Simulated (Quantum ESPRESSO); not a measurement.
# Pt (P6_3/mmc) in Quantum ESPRESSO: settings compared

The runs below take Pt through band structure, single point, equation of state, with PBEsol, LDA.

Program: Quantum ESPRESSO 7.5. These are calculated values, not measurements. Logs are shortened: lines on timing, memory, paths and dates and some standing lists are left out, and cuts for length are marked.

## Step 1: The structure

The structure is hexagonal, space group P6_3/mmc (No. 194). Conventional cell: a = 2.761 Å, b = 2.761 Å, c = 4.792 Å, α = 90.00°, β = 90.00°, γ = 120.00°. Pt (site symmetry -6m2) is surrounded by 12 Pt at 2.76 to 2.88 Å.

This isn't the form of Pt at room conditions, which is fcc.

## Step 2: Band structure, PBEsol

File pw.in:

```
&CONTROL
  calculation = 'scf'
  prefix = 'pwscf'
  outdir = './tmp'
  pseudo_dir = './pseudo'
  tprnfor = .true.
  tstress = .true.
  disk_io = 'low'
/
&SYSTEM
  ibrav = 0
  celldm(1) = 8
  nat = 2
  ntyp = 1
  ecutwfc = 45
  ecutrho = 360
  nbnd = 24
  occupations = 'smearing'
  smearing = 'fd'
  degauss = 0.00367493
/
&ELECTRONS
  conv_thr = 4d-10
  electron_maxstep = 120
  mixing_beta = 0.5
/
ATOMIC_SPECIES
Pt   195.0840 pt_pbesol_v1.4.uspp.F.UPF
CELL_PARAMETERS alat
  0.6521127419417   0.0000000000000   0.0000000000000
 -0.3260563709708   0.5647462006443   0.0000000000000
  0.0000000000000   0.0000000000000   1.1319776015634
ATOMIC_POSITIONS crystal
Pt     0.3333333333    0.6666666667    0.2500000000
Pt     0.6666666667    0.3333333333    0.7500000000
K_POINTS automatic
11 11 6 0 0 0
```

File bands.in:

```
&CONTROL
  calculation = 'bands'
  prefix = 'pwscf'
  outdir = './tmp'
  pseudo_dir = './pseudo'
  disk_io = 'low'
  verbosity = 'high'
/
&SYSTEM
  ibrav = 0
  celldm(1) = 8
  nat = 2
  ntyp = 1
  ecutwfc = 45
  ecutrho = 360
  nbnd = 24
  occupations = 'smearing'
  smearing = 'fd'
  degauss = 0.00367493
/
&ELECTRONS
  conv_thr = 1d-08
  electron_maxstep = 120
  mixing_beta = 0.5
  diago_full_acc = .true.
  startingwfc = 'random'
/
ATOMIC_SPECIES
Pt   195.0840 pt_pbesol_v1.4.uspp.F.UPF
CELL_PARAMETERS alat
  0.6521127419417   0.0000000000000   0.0000000000000
 -0.3260563709708   0.5647462006443   0.0000000000000
  0.0000000000000   0.0000000000000   1.1319776015634
ATOMIC_POSITIONS crystal
Pt     0.3333333333    0.6666666667    0.2500000000
Pt     0.6666666667    0.3333333333    0.7500000000
K_POINTS crystal
60
 0.0000000000  0.0000000000  0.0000000000 1
 0.0625000000  0.0000000000  0.0000000000 1
 0.1250000000  0.0000000000  0.0000000000 1
 0.1875000000  0.0000000000  0.0000000000 1
 0.2500000000  0.0000000000  0.0000000000 1
 0.3125000000  0.0000000000  0.0000000000 1
 0.3750000000  0.0000000000  0.0000000000 1
 0.4375000000  0.0000000000  0.0000000000 1
 0.5000000000  0.0000000000  0.0000000000 1
 0.4583333333  0.0833333333  0.0000000000 1
 0.4166666667  0.1666666667  0.0000000000 1
 0.3750000000  0.2500000000  0.0000000000 1
 0.3333333333  0.3333333333  0.0000000000 1
 0.2962962963  0.2962962963  0.0000000000 1
 0.2592592593  0.2592592593  0.0000000000 1
 0.2222222222  0.2222222222  0.0000000000 1
 0.1851851852  0.1851851852  0.0000000000 1
 0.1481481481  0.1481481481  0.0000000000 1
 0.1111111111  0.1111111111  0.0000000000 1
 0.0740740741  0.0740740741  0.0000000000 1
 0.0370370370  0.0370370370  0.0000000000 1
 0.0000000000  0.0000000000  0.0000000000 1
 0.0000000000  0.0000000000  0.1250000000 1
 0.0000000000  0.0000000000  0.2500000000 1
 0.0000000000  0.0000000000  0.3750000000 1
 0.0000000000  0.0000000000  0.5000000000 1
 0.0625000000  0.0000000000  0.5000000000 1
 0.1250000000  0.0000000000  0.5000000000 1
 0.1875000000  0.0000000000  0.5000000000 1
 0.2500000000  0.0000000000  0.5000000000 1
 0.3125000000  0.0000000000  0.5000000000 1
 0.3750000000  0.0000000000  0.5000000000 1
 0.4375000000  0.0000000000  0.5000000000 1
 0.5000000000  0.0000000000  0.5000000000 1
 0.4666666667  0.0666666667  0.5000000000 1
 0.4333333333  0.1333333333  0.5000000000 1
 0.4000000000  0.2000000000  0.5000000000 1
 0.3666666667  0.2666666667  0.5000000000 1
 0.3333333333  0.3333333333  0.5000000000 1
 0.3030303030  0.3030303030  0.5000000000 1
 0.2727272727  0.2727272727  0.5000000000 1
 0.2424242424  0.2424242424  0.5000000000 1
 0.2121212121  0.2121212121  0.5000000000 1
 0.1818181818  0.1818181818  0.5000000000 1
 0.1515151515  0.1515151515  0.5000000000 1
 0.1212121212  0.1212121212  0.5000000000 1
 0.0909090909  0.0909090909  0.5000000000 1
 0.0606060606  0.0606060606  0.5000000000 1
 0.0303030303  0.0303030303  0.5000000000 1
 0.0000000000  0.0000000000  0.5000000000 1
 0.5000000000  0.0000000000  0.5000000000 1
 0.5000000000  0.0000000000  0.3750000000 1
 0.5000000000  0.0000000000  0.2500000000 1
 0.5000000000  0.0000000000  0.1250000000 1
 0.5000000000  0.0000000000  0.0000000000 1
 0.3333333333  0.3333333333  0.0000000000 1
 0.3333333333  0.3333333333  0.1250000000 1
 0.3333333333  0.3333333333  0.2500000000 1
 0.3333333333  0.3333333333  0.3750000000 1
 0.3333333333  0.3333333333  0.5000000000 1
```

Potentials or basis: GBRV 1.5 PBEsol.

Run with:

```sh
> OMP_NUM_THREADS=1 mpirun -n 2 pw.x -nk 2 -in pw.in > pw.out
> OMP_NUM_THREADS=1 mpirun -n 2 pw.x -nk 2 -in bands.in > bands.out
```

pw.out:

```text
This program is part of the open-source Quantum ESPRESSO suite
     for quantum simulation of materials; please cite
[... 13 lines left out ...]
     --------------------
     sticks:   dense  smooth     PW     G-vecs:    dense   smooth      PW
     Sum         673     349    109                24631     8715    1581

     Using Slab Decomposition

     bravais-lattice index     =            0
     lattice parameter (alat)  =       8.0000  a.u.
     unit-cell volume          =     213.4439 (a.u.)^3
     number of atoms/cell      =            2
     number of atomic types    =            1
     number of electrons       =        32.00
     number of Kohn-Sham states=           24
     kinetic-energy cutoff     =      45.0000  Ry
     charge density cutoff     =     360.0000  Ry
     scf convergence threshold =      4.0E-10
     mixing beta               =       0.5000
     number of iterations used =            8  plain     mixing
     Exchange-correlation= SLA  PW   PSX  PSC
                           (   1   4  10   8   0   0   0)

     celldm(1)=   8.000000  celldm(2)=   0.000000  celldm(3)=   0.000000
     celldm(4)=   0.000000  celldm(5)=   0.000000  celldm(6)=   0.000000

     crystal axes: (cart. coord. in units of alat)
               a(1) = (   0.652113   0.000000   0.000000 )
               a(2) = (  -0.326056   0.564746   0.000000 )
               a(3) = (   0.000000   0.000000   1.131978 )

     reciprocal axes: (cart. coord. in units 2 pi/alat)
               b(1) = (  1.533477  0.885353 -0.000000 )
               b(2) = (  0.000000  1.770707  0.000000 )
               b(3) = (  0.000000 -0.000000  0.883410 )

     PseudoPot. # 1 for Pt read from file:
     pt_pbesol_v1.4.uspp.F.UPF
     Pseudo is Ultrasoft + core correction, Zval = 16.0
     Generated by new atomic code, or converted to UPF format
     Using radial grid of  985 points,  6 beta functions with:
                l(1) =   0
                l(2) =   0
                l(3) =   1
                l(4) =   1
                l(5) =   2
                l(6) =   2
     Q(r) pseudized with  8 coefficients,  rinner =    1.300   1.300   1.300
                                                       1.300   1.300

     atomic species   valence    mass     pseudopotential
     Pt               16.00   195.08400     Pt( 1.00)

     24 Sym. Ops., with inversion, found (12 have fractional translation)

   Cartesian axes

     site n.     atom                  positions (alat units)
         1        Pt     tau(   1) = (  -0.0000000   0.3764975   0.2829944  )
         2        Pt     tau(   2) = (   0.3260564   0.1882487   0.8489832  )

     number of k points=    64  Fermi-Dirac smearing, width (Ry)=  0.0037
                       cart. coord. in units 2pi/alat
        k(    1) = (   0.0000000   0.0000000   0.0000000), wk =   0.0027548
        k(    2) = (   0.0000000   0.0000000   0.1472350), wk =   0.0055096
        k(    3) = (   0.0000000   0.0000000   0.2944699), wk =   0.0055096
        k(    4) = (   0.0000000   0.0000000  -0.4417049), wk =   0.0027548
        k(    5) = (   0.0000000   0.1609734   0.0000000), wk =   0.0165289
        k(    6) = (   0.0000000   0.1609734   0.1472350), wk =   0.0330579
[... 56 lines left out ...]
        k(   63) = (   0.4182210   0.8853535   0.2944699), wk =   0.0330579
        k(   64) = (   0.4182210   0.8853535  -0.4417049), wk =   0.0165289

     Dense  grid:    24631 G-vectors     FFT dimensions: (  32,  32,  60)

     Smooth grid:     8715 G-vectors     FFT dimensions: (  24,  24,  40)

     Initial potential from superposition of free atoms

     starting charge      31.0000, renormalised to      32.0000

     negative rho (up, down):  3.798E-01 0.000E+00
     Starting wfcs are   24 randomized atomic wfcs

     Self-consistent Calculation

     iteration #  1     ecut=    45.00 Ry     beta= 0.50
     Davidson diagonalization with overlap
     ethr =  1.00E-02,  avg # of iterations =  5.0

     negative rho (up, down):  3.529E-01 0.000E+00

     total energy              =    -420.71365588 Ry
     estimated scf accuracy    <       1.65564608 Ry

     iteration #  2     ecut=    45.00 Ry     beta= 0.50
     Davidson diagonalization with overlap
     ethr =  5.17E-03,  avg # of iterations =  2.0

     negative rho (up, down):  3.541E-01 0.000E+00

     total energy              =    -421.09049813 Ry
     estimated scf accuracy    <       0.02362106 Ry
[... 37 lines left out ...]
     iteration #  7     ecut=    45.00 Ry     beta= 0.50
     Davidson diagonalization with overlap
     ethr =  1.55E-09,  avg # of iterations =  2.0

     negative rho (up, down):  3.524E-01 0.000E+00

     total energy              =    -421.09442255 Ry
     estimated scf accuracy    <          1.2E-09 Ry

     iteration #  8     ecut=    45.00 Ry     beta= 0.50
     Davidson diagonalization with overlap
     ethr =  3.81E-12,  avg # of iterations =  3.4

     negative rho (up, down):  3.524E-01 0.000E+00

     End of self-consistent calculation

          k = 0.0000 0.0000 0.0000 (  1135 PWs)   bands (ev):

   -31.6965 -31.5009 -31.5009 -31.4614 -31.4614 -31.3707  11.2078  13.8850
    17.0208  17.5564  17.5564  17.9219  17.9219  19.1786  19.1786  20.1778
    20.7575  20.7575  25.6040  36.0337  36.5991  38.1903  41.9417  41.9417

          k = 0.0000 0.0000 0.1472 (  1093 PWs)   bands (ev):

   -31.6751 -31.4983 -31.4983 -31.4640 -31.4640 -31.3930  11.4440  13.8434
    16.9642  17.5261  17.5261  17.8555  17.8555  19.2045  19.3472  19.3472
    20.7079  20.7079  27.0260  35.3825  37.2915  37.7164  41.1803  41.1803

          k = 0.0000 0.0000 0.2945 (  1106 PWs)   bands (ev):

   -31.6163 -31.4910 -31.4910 -31.4713 -31.4713 -31.4534  12.0969  13.6011
    16.8716  17.5027  17.5027  17.7043  17.7043  17.7687  19.7446  19.7446
    20.5260  20.5260  29.8535  34.6442  36.8849  37.0932  40.7936  40.7936
[... 355 lines left out ...]
          k = 0.4182 0.8854 0.2945 (  1085 PWs)   bands (ev):

   -31.7996 -31.7828 -31.7273 -31.6983 -31.4696 -31.4538  15.5780  16.0149
    16.3844  16.4360  17.1434  17.5918  18.5081  19.2094  20.5404  20.8550
    25.8417  26.2067  28.0890  29.0818  29.3925  31.8649  36.8137  37.1039

          k = 0.4182 0.8854-0.4417 (  1086 PWs)   bands (ev):

   -31.7943 -31.7943 -31.7154 -31.7154 -31.4558 -31.4558  15.7148  15.7148
    16.5242  16.5242  17.3433  17.3433  18.6939  18.6939  20.8264  20.8264
    26.7351  26.7351  27.6173  27.6173  30.4767  30.4767  37.8123  37.8123

     the Fermi energy is    20.9690 ev

!    total energy              =    -421.09442256 Ry
     estimated scf accuracy    <          1.5E-10 Ry
     smearing contrib. (-TS)   =      -0.00265505 Ry
     internal energy E=F+TS    =    -421.09176750 Ry

     The total energy is F=E-TS. E is the sum of the following terms:
     one-electron contribution =     -47.57121766 Ry
     hartree contribution      =      51.30936171 Ry
     xc contribution           =    -113.24555703 Ry
     ewald contribution        =    -311.58435453 Ry

     convergence has been achieved in   8 iterations

     negative rho (up, down):  3.524E-01 0.000E+00

     Forces acting on atoms (cartesian axes, Ry/au):

     atom    1 type  1   force =     0.00000000    0.00000000    0.00000000
     atom    2 type  1   force =     0.00000000    0.00000000    0.00000000

     Total force =     0.000000     Total SCF correction =     0.000000

     Computing stress (Cartesian axis) and pressure

     negative rho (up, down):  3.524E-01 0.000E+00
          total   stress  (Ry/bohr**3)                   (kbar)     P=     -117.14
  -0.00077228   0.00000000   0.00000000         -113.61        0.00        0.00
   0.00000000  -0.00077228   0.00000000            0.00     -113.61        0.00
   0.00000000   0.00000000  -0.00084426            0.00        0.00     -124.19

=------------------------------------------------------------------------------=
   JOB DONE.
=------------------------------------------------------------------------------=
```

Run time: 24 s. Hardware: 2 MPI ranks of Arm Neoverse V2, shared host; peak memory 0.2 GiB.

What came out:

```
Free energy            : -5729.2815 eV
Pressure               : -11.7 GPa
Band gap on the k mesh : none (metal or under the smearing width)
```

Levels at the corners of the path, in eV from the Fermi level:
| point | band 14 | band 15 | band 16 | band 17 | band 18 | band 19 |
| --- | --- | --- | --- | --- | --- | --- |
| Γ | -1.79 | -1.79 | -0.79 | -0.21 | -0.21 | 4.64 |
| M | 0.01 | 0.31 | 0.51 | 2.24 | 3.71 | 7.21 |
| K | -0.75 | -0.75 | -0.71 | 4.36 | 4.36 | 5.81 |
| Γ | -1.79 | -1.79 | -0.79 | -0.21 | -0.21 | 4.64 |
| A | -3.41 | -0.78 | -0.78 | -0.78 | -0.78 | 11.85 |
| L | -0.87 | 0.42 | 0.42 | 1.66 | 1.66 | 6.42 |
| H | -2.39 | -0.17 | -0.17 | 6.49 | 6.49 | 6.56 |
| A | -3.41 | -0.78 | -0.78 | -0.78 | -0.78 | 11.85 |
| L | -0.87 | 0.42 | 0.42 | 1.66 | 1.66 | 6.42 |
| M | 0.01 | 0.31 | 0.51 | 2.24 | 3.71 | 7.21 |
| K | -0.75 | -0.75 | -0.71 | 4.36 | 4.36 | 5.81 |
| H | -2.39 | -0.17 | -0.17 | 6.49 | 6.49 | 6.56 |

Caveat: spin-orbit coupling is left out, which moves the levels of the heavy elements.

## Step 3: Single point, LDA, 14.87 Å³/atom

File pw.in:

```
&CONTROL
  calculation = 'scf'
  prefix = 'pwscf'
  outdir = './tmp'
  pseudo_dir = './pseudo'
  tprnfor = .true.
  tstress = .true.
  disk_io = 'nowf'
/
&SYSTEM
  ibrav = 0
  nat = 2
  ntyp = 1
  ecutwfc = 45
  ecutrho = 360
  nbnd = 24
  occupations = 'smearing'
  smearing = 'fd'
  degauss = 0.00367493
/
&ELECTRONS
  conv_thr = 4d-10
  electron_maxstep = 120
  mixing_beta = 0.5
/
ATOMIC_SPECIES
Pt   195.0840 pt_lda_v1.4.uspp.F.UPF
CELL_PARAMETERS angstrom
   2.7043096880    0.0000000000    0.0000000000
  -1.3521548440    2.3420008895    0.0000000000
   0.0000000000    0.0000000000    4.6943078975
ATOMIC_POSITIONS crystal
Pt     0.3333333333    0.6666666667    0.2500000000
Pt     0.6666666667    0.3333333333    0.7500000000
K_POINTS automatic
11 11 6 0 0 0
```

Potentials or basis: GBRV 1.5 LDA.

Run with:

```sh
> OMP_NUM_THREADS=1 mpirun -n 2 pw.x -nk 2 -in pw.in > pw.out
```

Wall time 12 s (2 MPI ranks of Arm Neoverse V2, shared host); peak memory 0.18 GiB.

Results (log left out):

- Free energy: -5736.1732 eV
- Pressure: -0.8 GPa
- Band gap on the k mesh: none (metal or under the smearing width)

## Step 4: Single point, LDA, 15.18 Å³/atom

Changes to pw.in since step 3:

```diff
@@ -28,5 +28,5 @@
 CELL_PARAMETERS angstrom
-   2.7043096880    0.0000000000    0.0000000000
-  -1.3521548440    2.3420008895    0.0000000000
-   0.0000000000    0.0000000000    4.6943078975
+   2.7233547499    0.0000000000    0.0000000000
+  -1.3616773750    2.3584943969    0.0000000000
+   0.0000000000    0.0000000000    4.7273674930
 ATOMIC_POSITIONS crystal
```

Run with:

```sh
> OMP_NUM_THREADS=1 mpirun -n 2 pw.x -nk 2 -in pw.in > pw.out
```

It took 12 s on 2 MPI ranks of Arm Neoverse V2, shared host; peak memory 0.18 GiB.

The run converged. Its results:

| Item | Value |
| --- | --- |
| Free energy | -5736.1606 eV |
| Pressure | -6.8 GPa |
| Band gap on the k mesh | none (metal or under the smearing width) |

## Step 5: Single point, LDA, 15.50 Å³/atom

Changes to pw.in since step 4:

```diff
@@ -28,5 +28,5 @@
 CELL_PARAMETERS angstrom
-   2.7233547499    0.0000000000    0.0000000000
-  -1.3616773750    2.3584943969    0.0000000000
-   0.0000000000    0.0000000000    4.7273674930
+   2.7421371004    0.0000000000    0.0000000000
+  -1.3710685502    2.3747603895    0.0000000000
+   0.0000000000    0.0000000000    4.7599710578
 ATOMIC_POSITIONS crystal
```

Run with:

```sh
> OMP_NUM_THREADS=1 mpirun -n 2 pw.x -nk 2 -in pw.in > pw.out
```

Wall time 12 s (2 MPI ranks of Arm Neoverse V2, shared host); peak memory 0.2 GiB.

Results (log left out):

```yaml
Free_energy: -5736.1256 eV
Pressure: -12.0 GPa
Band_gap_on_the_k_mesh: none (metal or under the smearing width)
```

## Step 6: Single point, LDA, 15.81 Å³/atom

Changes to pw.in since step 5:

```diff
@@ -28,5 +28,5 @@
 CELL_PARAMETERS angstrom
-   2.7421371004    0.0000000000    0.0000000000
-  -1.3710685502    2.3747603895    0.0000000000
-   0.0000000000    0.0000000000    4.7599710578
+   2.7606656158    0.0000000000    0.0000000000
+  -1.3803328079    2.3908065546    0.0000000000
+   0.0000000000    0.0000000000    4.7921340000
 ATOMIC_POSITIONS crystal
```

Potentials or basis: GBRV 1.5 LDA.

Run with:

```sh
> OMP_NUM_THREADS=1 mpirun -n 2 pw.x -nk 2 -in pw.in > pw.out
```

Wall time 11 s (2 MPI ranks of Arm Neoverse V2, shared host); peak memory 0.2 GiB.

Results (log left out):

```yaml
Free_energy: -5736.0713 eV
Pressure: -16.6 GPa
Band_gap_on_the_k_mesh: none (metal or under the smearing width)
```

## Step 7: Single point, LDA, 16.13 Å³/atom

Changes to pw.in since step 6:

```diff
@@ -28,5 +28,5 @@
 CELL_PARAMETERS angstrom
-   2.7606656158    0.0000000000    0.0000000000
-  -1.3803328079    2.3908065546    0.0000000000
-   0.0000000000    0.0000000000    4.7921340000
+   2.7789487024    0.0000000000    0.0000000000
+  -1.3894743512    2.4066401720    0.0000000000
+   0.0000000000    0.0000000000    4.8238709117
 ATOMIC_POSITIONS crystal
```

Run with:

```sh
> OMP_NUM_THREADS=1 mpirun -n 2 pw.x -nk 2 -in pw.in > pw.out
```

Run time: 11 s. Hardware: 2 MPI ranks of Arm Neoverse V2, shared host; peak memory 0.2 GiB.

The run converged. Its results:

| Property | Result |
| --- | --- |
| Free energy | -5736.0002 eV |
| Pressure | -20.5 GPa |
| Band gap on the k mesh | none (metal or under the smearing width) |

## Step 8: Single point, LDA, 16.45 Å³/atom

Changes to pw.in since step 7:

```diff
@@ -28,5 +28,5 @@
 CELL_PARAMETERS angstrom
-   2.7789487024    0.0000000000    0.0000000000
-  -1.3894743512    2.4066401720    0.0000000000
-   0.0000000000    0.0000000000    4.8238709117
+   2.7969943295    0.0000000000    0.0000000000
+  -1.3984971647    2.4222681435    0.0000000000
+   0.0000000000    0.0000000000    4.8551956265
 ATOMIC_POSITIONS crystal
```

Run with:

```sh
> OMP_NUM_THREADS=1 mpirun -n 2 pw.x -nk 2 -in pw.in > pw.out
```

It took 11 s on 2 MPI ranks of Arm Neoverse V2, shared host; peak memory 0.2 GiB.

Results (log left out):

- Free energy: -5735.9145 eV
- Pressure: -24.0 GPa
- Band gap on the k mesh: none (metal or under the smearing width)

## Step 9: Single point, LDA, 16.76 Å³/atom

Changes to pw.in since step 8:

```diff
@@ -28,5 +28,5 @@
 CELL_PARAMETERS angstrom
-   2.7969943295    0.0000000000    0.0000000000
-  -1.3984971647    2.4222681435    0.0000000000
-   0.0000000000    0.0000000000    4.8551956265
+   2.8148100603    0.0000000000    0.0000000000
+  -1.4074050301    2.4376970190    0.0000000000
+   0.0000000000    0.0000000000    4.8861212732
 ATOMIC_POSITIONS crystal
```

Potentials or basis: GBRV 1.5 LDA.

Run with:

```sh
> OMP_NUM_THREADS=1 mpirun -n 2 pw.x -nk 2 -in pw.in > pw.out
```

Run time: 13 s. Hardware: 2 MPI ranks of Arm Neoverse V2, shared host; peak memory 0.2 GiB.

The run converged. Its results:

| Item | Value |
| --- | --- |
| Free energy | -5735.8160 eV |
| Pressure | -26.9 GPa |
| Band gap on the k mesh | none (metal or under the smearing width) |

## Step 10: Equation of state, LDA

No new run: the results of the series are fitted here.

What came out:

- Equilibrium volume: 14.86 Å³/atom (rough: see the caveat)
- Bulk modulus at fixed shape and positions: 304 GPa (rough)

Energy against volume, from the lowest point:
```tsv
volume (Å³/atom)	energy (meV/atom)
14.866	0.00
15.182	6.33
15.498	23.81
15.815	50.95
16.131	86.53
16.447	129.38
16.763	178.63
```

Caveat: the minimum lies outside the volumes run; the cell was scaled at fixed shape and fractional positions, which overstates the stiffness of a crystal with free parameters, most of all of layers and chains. Spin-orbit coupling is left out, which matters for the levels of Pt.
